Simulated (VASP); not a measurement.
Write the native input for VASP 6.6.1 that does the following.

```yaml
Task: single point
Functional: PBE
Potentials_or_basis: VASP PAW PBE potentials, release 64 (Au)
Cutoff: 520 eV
k_mesh: 8 × 8 × 8
Occupations: gaussian, width 0.05 eV
Spin: no spin polarisation
Dipole_correction: no
Further_INCAR_settings: ALGO = Fast; EDIFF = 1e-06; NBANDS = 12
```

The structure of Au lies in POSCAR:

```
Au
1.0
   -1.6522647278      1.6522647278      1.6522647278
    1.6522647278     -1.6522647278      1.6522647278
    1.6522647278      1.6522647278     -1.6522647278
Au
1
Direct
    0.0000000000      0.0000000000      0.0000000000
```

The cell was built by a generator and needn't be a form met in nature.

One way to write it, as run:

INCAR

```
PREC = Accurate
ENCUT = 520
EDIFF = 1E-6
ISMEAR = 0
SIGMA = 0.05
LREAL = F
LASPH = T
NELM = 100
ALGO = Fast
ISIF = 2
LWAVE = F
LCHARG = T
GGA = PE
LELF = T
LVHAR = T
NBANDS = 12
```

KPOINTS

```
Automatic mesh
0
Gamma
  8 8 8
```

Potentials or basis: VASP PAW PBE potentials, release 64 (Au).

The run is started by

```bash
$ cat potpaw_PBE.64/Au/POTCAR > POTCAR
$ mpirun -np 1 vasp_std > vasp.out
```

Results of the run:

* Pressure: -0.2 GPa
* Band gap on the k mesh: none (metal or under the smearing width)

Wall time 8 s on 1 thread of Intel(R) Xeon(R) Platinum 8488C (Sapphire Rapids), on a shared host, peak memory 0.14 GiB.
